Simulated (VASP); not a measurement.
# Hf (Hafnium) under strain, part 2 of 3

Aim: follow the pressure of Hf (Hafnium) through compression, expansion and shear. All runs use PBE. Left out of this account: 1 further run (self-consistent run: a reference on another mesh). The start is a cell from a database of measured crystal structures.

VASP 6.6.1; PBE; plane waves and PAW (Hf_pv).

Still holding for the runs below: Spin-orbit coupling is off here; with elements this heavy it splits and shifts levels by tenths of an eV or more.

So far, pressure (GPa): step 2 (bands, cell as listed) 0.207; step 3 (cell volume +4.0 %) -3.81.

### Step 4. Bands, volume times 1.08

The cell is expanded evenly, with fractional positions held.

INCAR

```
SYSTEM = Hf
PREC = Accurate
ENCUT = 400
EDIFF = 1E-06
NELM = 100
ISMEAR = -1
SIGMA = 0.05
LREAL = .FALSE.
ALGO = Normal
GGA = PE
NBANDS = 22
LASPH = .TRUE.
LORBIT = 11
LWAVE = .FALSE.
LCHARG = .FALSE.
KPAR = 2
```

POSCAR

```
Hf
1.0
    3.2797680652      0.0000000000      0.0000000000
   -1.6398840326      2.8403624630      0.0000000000
    0.0000000000      0.0000000000      5.1892298059
Hf
2
Direct
    0.3333333333      0.6666666667      0.2500000000
    0.6666666667      0.3333333333      0.7500000000
```

KPOINTS

```
Automatic mesh
0
Gamma
14 14 8
0 0 0
```

KPOINTS_OPT

```
Line mode
16
Line-mode
Reciprocal
  0.00000000   0.00000000   0.00000000 GAMMA
  0.50000000   0.00000000   0.00000000 M

  0.50000000   0.00000000   0.00000000 M
  0.33333333   0.33333333   0.00000000 K

  0.33333333   0.33333333   0.00000000 K
  0.00000000   0.00000000   0.00000000 GAMMA

  0.00000000   0.00000000   0.00000000 GAMMA
  0.00000000   0.00000000   0.50000000 A

  0.00000000   0.00000000   0.50000000 A
  0.50000000   0.00000000   0.50000000 L

  0.50000000   0.00000000   0.50000000 L
  0.33333333   0.33333333   0.50000000 H

  0.33333333   0.33333333   0.50000000 H
  0.00000000   0.00000000   0.50000000 A

  0.50000000   0.00000000   0.50000000 L
  0.50000000   0.00000000   0.00000000 M

  0.33333333   0.33333333   0.00000000 K
  0.33333333   0.33333333   0.50000000 H
```

Potentials, in the order of the species: Hf_pv (PBE family, release 64).

Command:

```sh
$ mpirun -np 2 vasp_std
```

What it wrote:

```text
[... set-up lines as in an earlier step ...]
 entering main loop
       N       E                     dE             d eps       ncg     rms          rms(c)
DAV:   1     0.538327996379E+02    0.53833E+02   -0.92156E+03  5368   0.699E+02
DAV:   2    -0.184159646475E+02   -0.72249E+02   -0.69451E+02  6506   0.198E+02
DAV:   3    -0.205750254505E+02   -0.21591E+01   -0.21440E+01  6610   0.235E+01
DAV:   4    -0.205905075363E+02   -0.15482E-01   -0.15480E-01  6356   0.243E+00
DAV:   5    -0.205906531901E+02   -0.14565E-03   -0.14565E-03  6614   0.209E-01    0.616E+01
DAV:   6    -0.199884909199E+02    0.60216E+00   -0.45000E-01  6078   0.372E+00    0.364E+01
DAV:   7    -0.197861383146E+02    0.20235E+00   -0.75154E-01  6444   0.458E+00    0.179E+00
DAV:   8    -0.197744955507E+02    0.11643E-01   -0.61955E-02  6050   0.127E+00    0.269E-01
DAV:   9    -0.197747112137E+02   -0.21566E-03   -0.21734E-03  6796   0.266E-01    0.124E-01
DAV:  10    -0.197746870540E+02    0.24160E-04   -0.10167E-04  6212   0.557E-02    0.909E-02
DAV:  11    -0.197746903863E+02   -0.33323E-05   -0.60787E-06  6542   0.143E-02    0.128E-02
DAV:  12    -0.197746905449E+02   -0.15859E-06   -0.30133E-07  4194   0.319E-03
   1 F= -.19774691E+02 E0= -.19768115E+02  d E =-.131502E-01
 Start KPOINTS_OPT (optional k-point list driver)
k-point batch [1-120\144]
       N       E                     dE             ncg
DAV:   1    -0.265400870146E+05   -0.81504E+05     5352
DAV:   2    -0.354429487124E+05   -0.89029E+04     6416
DAV:   3    -0.357217971133E+05   -0.27885E+03     6608
DAV:   4    -0.357241459314E+05   -0.23488E+01     6558
DAV:   5    -0.357241717538E+05   -0.25822E-01     6496
DAV:   6    -0.357241721478E+05   -0.39399E-03     6548
DAV:   7    -0.357241721540E+05   -0.61720E-05     5504
DAV:   8    -0.357241721544E+05   -0.40424E-06     4378
k-point batch [121-144\144]
       N       E                     dE             ncg
DAV:   1     0.393956340269E+05   -0.22710E+05     1064
DAV:   2     0.376561860775E+05   -0.17394E+04     1278
DAV:   3     0.376033980198E+05   -0.52788E+02     1326
DAV:   4     0.376029648089E+05   -0.43321E+00     1276
DAV:   5     0.376029597590E+05   -0.50499E-02     1354
DAV:   6     0.376029596756E+05   -0.83339E-04     1286
DAV:   7     0.376029596741E+05   -0.15354E-05     1168
DAV:   8     0.376029596740E+05   -0.90178E-07      836
```

The job ended after 56 s (2 MPI ranks of AMD EPYC 7R43, shared host; peak memory 0.44 GiB).

Parts of OUTCAR (step 4):

```text
  LATTYP: Found a hexagonal cell.
 ALAT       =     3.2797680652
 C/A-ratio  =     1.5821941377

 Found    120 irreducible k-points:

   ENCUT  =  400.0 eV  29.40 Ry    5.42 a.u.   5.35  5.35  8.46*2*pi/ulx,y,z

   NELECT =      20.0000    total number of electrons

 E-fermi :   4.4030

 k-point     1 :       0.0000    0.0000    0.0000
  band No.  band energies     occupation
    ...
      4     -26.0966      2.00000
      5     -26.0878      2.00000
      6     -26.0878      2.00000
      7      -2.7156      2.00000
      8       0.9162      2.00000
      9       4.7995      0.00072
     10       5.5502      0.00000
     11       5.5502      0.00000
     12       5.7958      0.00000
     13       6.2876      0.00000
    ...

 k-point     2 :       0.0714    0.0000    0.0000
  band No.  band energies     occupation
    ...
      4     -26.1103      2.00000
      5     -26.1014      2.00000
      6     -26.0908      2.00000
      7      -2.5743      2.00000
      8       1.0572      2.00000
      9       4.6311      0.02066
     10       5.1811      0.00000
     11       5.6822      0.00000
     12       6.0638      0.00000
     13       6.1517      0.00000
    ...

  Total       -2.1197711     -2.1197711     -2.2375121     -0.0000000      0.0000000      0.0000000
  in kB      -70.2554066    -70.2554066    -74.1576870     -0.0000000      0.0000000      0.0000000
  external PRESSURE =     -71.5561667 kB  Pullay stress =       0.0000000 kB

  energy-cutoff  :      400.00
  volume of cell :       48.34
      direct lattice vectors                 reciprocal lattice vectors
     3.279768065  0.000000000  0.000000000     0.304899609  0.176033871  0.000000000
    -1.639884033  2.840362463  0.000000000     0.000000000  0.352067742  0.000000000
     0.000000000  0.000000000  5.189229806     0.000000000  0.000000000  0.192706825

 POSITION                                       TOTAL-FORCE (eV/Angst)
 -----------------------------------------------------------------------------------
     -0.00000      1.89357      1.29731         0.000000     -0.000000      0.000000
      1.63988      0.94679      3.89192        -0.000000      0.000000      0.000000
 -----------------------------------------------------------------------------------
    total drift:                               -0.000000      0.000000     -0.000000

  FREE ENERGIE OF THE ION-ELECTRON SYSTEM (eV)
  ---------------------------------------------------
  free  energy   TOTEN  =       -19.7746905449 eV

  energy  without entropy=      -19.7615403226  energy(sigma->0) =      -19.76811543

 total charge
# of ion       s       p       d       tot
------------------------------------------
    1        0.377   6.353   1.458   8.188
    2        0.377   6.353   1.458   8.188
--------------------------------------------------
tot          0.753  12.706   2.916  16.375

[... 4 parts as in an earlier step ...]

[... 7 further parts left out ...]
```

Numbers from this step:

```yaml
free_energy_toten: -19.77 eV
energy_at_zero_smearing: -19.77 eV
fermi_energy: 4.403 eV
pressure: -7.156 GPa
```

Electronic bands along the path, in eV, zero at the Fermi level; # counts the bands kept, so #1 is VASP's band 7:

```
          point     #1     #2     #3     #4     #5     #6    #7    #8
              Γ  -7.12  -3.49   0.40   1.15   1.15   1.39  1.88  1.88
0.47 of the way  -5.73  -2.30  -0.88  -0.39   0.82   1.45  1.54  2.51
              M  -3.23  -2.49  -2.00  -0.91   0.77   0.79  1.54  5.38
0.47 of the way  -2.78  -2.03  -1.93  -1.14   0.51   0.65  1.64  4.82
              K  -1.87  -1.76  -1.76  -1.38   0.34   0.34  1.88  4.77
0.47 of the way  -4.81  -1.62  -1.30  -0.98   0.62   0.70  1.50  2.95
              Γ  -7.12  -3.49   0.40   1.15   1.15   1.39  1.88  1.88
0.47 of the way  -6.67  -3.86   0.00   0.98   0.98   1.01  1.56  1.56
              A  -5.27  -5.27   0.16   0.16   1.04   1.04  1.04  1.04
0.47 of the way  -4.14  -4.14  -0.52  -0.52   0.56   0.56  1.93  1.93
              L  -3.18  -3.18  -0.88  -0.88   0.95   0.95  2.47  2.47
0.47 of the way  -2.72  -2.72  -0.66  -0.66   0.04   0.04  2.48  2.48
              H  -1.64  -1.64  -1.35  -1.35  -0.27  -0.27  2.37  2.37
0.47 of the way  -3.49  -3.49  -0.68  -0.68   0.23   0.23  2.10  2.10
              A  -5.27  -5.27   0.16   0.16   1.04   1.04  1.04  1.04
      jump to L  -3.18  -3.18  -0.88  -0.88   0.95   0.95  2.47  2.47
0.47 of the way  -3.41  -2.63  -1.22  -1.21   1.05   1.16  1.28  4.20
              M  -3.23  -2.49  -2.00  -0.91   0.77   0.79  1.54  5.38
      jump to K  -1.87  -1.76  -1.76  -1.38   0.34   0.34  1.88  4.77
0.53 of the way  -1.70  -1.70  -1.64  -1.33  -0.02  -0.02  1.90  3.71
              H  -1.64  -1.64  -1.35  -1.35  -0.27  -0.27  2.37  2.37
```

 The pressure is -7.16 GPa.

For the pressure, step 2 gave 0.207 GPa; this run, with cell volume +8.0 %, gives -7.16 GPa.

### Step 5. Bands, sheared, principal strains -4.2, +0.6, +3.8 %

The cell is sheared at fixed volume, which lowers its symmetry.

INCAR is that of step 4.

POSCAR

```
Hf
1.0
    3.2496960000     -0.0908410000     -0.0156280000
   -1.7035190000      2.7521710000      0.0601410000
   -0.0247260000      0.0956000000      5.0947590000
Hf
2
Direct
    0.3333333333      0.6666666667      0.2500000000
    0.6666666667      0.3333333333      0.7500000000
```

KPOINTS is that of step 4.

KPOINTS_OPT

```
Line mode
16
Line-mode
Reciprocal
  0.00000000   0.00000000   0.50000000 X
  0.00000000   0.00000000   0.00000000 GAMMA

  0.00000000   0.00000000   0.00000000 GAMMA
  0.50000000   0.00000000   0.00000000 Y

  0.50000000   0.00000000   0.50000000 L
  0.00000000   0.00000000   0.00000000 GAMMA

  0.00000000   0.00000000   0.00000000 GAMMA
 -0.50000000   0.50000000   0.00000000 Z

 -0.50000000   0.50000000   0.50000000 N
  0.00000000   0.00000000   0.00000000 GAMMA

  0.00000000   0.00000000   0.00000000 GAMMA
  0.00000000   0.50000000   0.00000000 M

  0.00000000   0.50000000   0.50000000 R
  0.00000000   0.00000000   0.00000000 GAMMA
```

Command:

```sh
$ mpirun -np 2 vasp_std
```

What it wrote:

```text
[... set-up lines as in an earlier step ...]
 entering main loop
       N       E                     dE             d eps       ncg     rms          rms(c)
DAV:   1     0.552072698998E+02    0.55207E+02   -0.92565E+03 35040   0.709E+02
DAV:   2    -0.183285842911E+02   -0.73536E+02   -0.70586E+02 41712   0.201E+02
DAV:   3    -0.204887436040E+02   -0.21602E+01   -0.21483E+01 43642   0.241E+01
DAV:   4    -0.205024140828E+02   -0.13670E-01   -0.13669E-01 41640   0.231E+00
DAV:   5    -0.205025328989E+02   -0.11882E-03   -0.11881E-03 44166   0.192E-01    0.646E+01
DAV:   6    -0.199838721406E+02    0.51866E+00   -0.36647E-01 41466   0.347E+00    0.383E+01
DAV:   7    -0.198046579715E+02    0.17921E+00   -0.65674E-01 42930   0.438E+00    0.183E+00
DAV:   8    -0.197953166024E+02    0.93414E-02   -0.53219E-02 40550   0.118E+00    0.186E-01
DAV:   9    -0.197955248477E+02   -0.20825E-03   -0.20462E-03 43702   0.248E-01    0.132E-01
DAV:  10    -0.197955057401E+02    0.19108E-04   -0.91164E-05 40720   0.534E-02    0.988E-02
DAV:  11    -0.197955074945E+02   -0.17543E-05   -0.72732E-06 43080   0.155E-02    0.173E-02
DAV:  12    -0.197955078486E+02   -0.35417E-06   -0.43661E-07 28932   0.390E-03
   1 F= -.19795508E+02 E0= -.19788555E+02  d E =-.139052E-01
 Start KPOINTS_OPT (optional k-point list driver)
k-point batch [1-112\112]
       N       E                     dE             ncg
DAV:   1    -0.497138420024E+04   -0.58304E+05     5000
DAV:   2    -0.131998414745E+05   -0.82285E+04     5984
DAV:   3    -0.134437127311E+05   -0.24387E+03     6216
DAV:   4    -0.134456020168E+05   -0.18893E+01     5898
DAV:   5    -0.134456213916E+05   -0.19375E-01     6158
DAV:   6    -0.134456216489E+05   -0.25733E-03     5826
DAV:   7    -0.134456216518E+05   -0.28547E-05     4946
DAV:   8    -0.134456216520E+05   -0.26367E-06     4104
```

It took 3.7 min on 2 MPI ranks; peak memory 1.4 GiB; 7.4 min of CPU time.

From OUTCAR (step 5):

```text
   k-points           NKPTS =    788   k-points in BZ     NKDIM =    788   number of bands    NBANDS=     22

   ENCUT  =  400.0 eV  29.40 Ry    5.42 a.u.   5.30  5.28  8.31*2*pi/ulx,y,z

   NELECT =      20.0000    total number of electrons

 E-fermi :   4.8907

 k-point     1 :       0.0000    0.0000    0.0000
  band No.  band energies     occupation
    ...
      4     -25.3256      2.00000
      5     -25.2923      2.00000
      6     -25.2327      2.00000
      7      -2.4612      2.00000
      8       1.1856      2.00000
      9       5.4770      0.00002
     10       5.5025      0.00001
     11       6.1960      0.00000
     12       6.3680      0.00000
     13       6.7834      0.00000
    ...

  Total       -0.4908759      1.0436192     -0.2294269      1.0976924     -0.5260289      0.0840078
  in kB      -17.5705849     37.3556747     -8.2121886     39.2911896    -18.8288657      3.0070053
  external PRESSURE =       3.8576338 kB  Pullay stress =       0.0000000 kB

 POSITION                                       TOTAL-FORCE (eV/Angst)
 -----------------------------------------------------------------------------------
     -0.05863      1.82840      1.30857         0.126280     -0.099659      0.039523
      1.58008      0.92853      3.83070        -0.126280      0.099659     -0.039523
 -----------------------------------------------------------------------------------
    total drift:                               -0.000000      0.000000     -0.000000

  FREE ENERGIE OF THE ION-ELECTRON SYSTEM (eV)
  ---------------------------------------------------
  free  energy   TOTEN  =       -19.7955078486 eV

  energy  without entropy=      -19.7816026113  energy(sigma->0) =      -19.78855523

[... 1 part as in an earlier step ...]

[... 14 further parts left out ...]
```

The path and its labels are those of the sheared lattice, so a letter need not mean the same point as in the unstrained cell.

This step gave:

- irreducible k-points: 788
- symmetry operations: 2
- free energy (TOTEN): -19.80 eV
- energy at zero smearing: -19.79 eV
- Fermi energy: 4.891 eV
- pressure: 0.3858 GPa

Electronic bands along the path, in eV, zero at the Fermi level; # counts the bands kept, so #1 is VASP's band 7:

```
          point     #1     #2     #3     #4    #5    #6    #7    #8
              X  -5.41  -5.40   0.06   0.10  0.60  0.63  1.72  1.74
0.47 of the way  -6.73  -4.14   0.02   0.45  0.86  1.06  1.67  2.20
              Γ  -7.35  -3.71   0.59   0.61  1.31  1.48  1.89  2.54
0.47 of the way  -5.78  -2.36  -0.92  -0.33  0.89  1.54  1.71  2.51
              Y  -3.23  -2.69  -2.23  -0.61  0.48  1.00  1.91  5.79
      jump to L  -3.35  -3.32  -1.00  -0.94  1.29  1.42  2.54  2.55
0.47 of the way  -4.95  -2.62  -1.33  -0.27  0.50  1.24  1.62  2.89
              Γ  -7.35  -3.71   0.59   0.61  1.31  1.48  1.89  2.54
0.47 of the way  -5.94  -2.55  -0.92  -0.62  0.57  1.43  2.11  2.80
              Z  -3.47  -2.75  -2.21  -0.98  0.69  1.13  1.61  5.86
      jump to N  -3.53  -3.44  -1.12  -0.99  0.78  1.06  3.13  3.22
0.53 of the way  -5.59  -2.82  -1.25  -0.47  0.48  0.97  2.22  3.31
              Γ  -7.35  -3.71   0.59   0.61  1.31  1.48  1.89  2.54
0.47 of the way  -5.77  -2.36  -0.92  -0.29  0.96  1.49  1.69  2.46
              M  -3.22  -2.71  -2.23  -0.57  0.46  1.00  1.92  5.86
      jump to R  -3.37  -3.26  -1.05  -0.88  1.20  1.59  2.43  2.53
0.47 of the way  -4.98  -2.55  -1.34  -0.22  0.54  1.11  1.65  2.83
              Γ  -7.35  -3.71   0.59   0.61  1.31  1.48  1.89  2.54
```

Force by atom:

```
atom  x (eV/Å)  y (eV/Å)  z (eV/Å)   size
 Hf1     0.126    -0.100     0.040  0.166
 Hf2    -0.126     0.100    -0.040  0.166
```

 The pressure is 0.39 GPa, and the symmetry operations fall from 24 to 2.

(Continued in part 3 of 3.)

[Lines on the potential files, build, host, timing and source positions are cut from VASP's logs without a mark.]

[Logs are printed without paths, hosts, clocks, repeated set-up lines and the standing remarks that a program may print on its own settings, such as how far it seeks lower states.]

[Hosts, paths, dates, database ids (printed as entryN), source tags and the programs' standing remarks are cut or masked in the printed files.]

[A measured line is paired with the nearest computed mode of its activity, which favours agreement.]
